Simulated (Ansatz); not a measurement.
**K: two-dimensional strain map**

The calculation used Ansatz, DFT PBE, scalar-relativistic, plane waves, PAW. The runs took a 420 eV cutoff, a Γ-centred 14×14×14 mesh and Gaussian smearing (0.15 eV). No spin polarisation. Energies are free energies at this smearing, counted from the undisturbed cell; pressure is positive in compression.

Reference structure (as given, not relaxed at this level; it stands at 0.1 GPa):

```xyz
1
Lattice="-2.6180 2.6180 2.6180 2.6180 -2.6180 2.6180 2.6180 2.6180 -2.6180" Properties=species:S:1:pos:R:3 pbc="T T T"
K     0.0000    0.0000    0.0000
```

The cell is strained by p along both x and y and by q along z, fractional coordinates fixed. Points are written (p, q).

Energy above the undisturbed cell in meV/atom (a dash: not computed):

```csv
p \ q,-0.050,-0.025,0.000,0.025,0.050
-0.050,29.6,21.3,14.8,9.7,5.8
-0.025,14.4,8.7,?,2.1,0.6
0.000,?,1.8,0.0,-0.6,?
0.025,1.0,-0.3,-0.2,1.1,3.4
0.050,1.3,?,3.5,6.4,10.2
```

Fill in the withheld energies.

(-0.025, 0.000): 4.7; (0.000, -0.050): 5.2; (0.000, 0.050): 0.0; (0.050, -0.025): 1.8.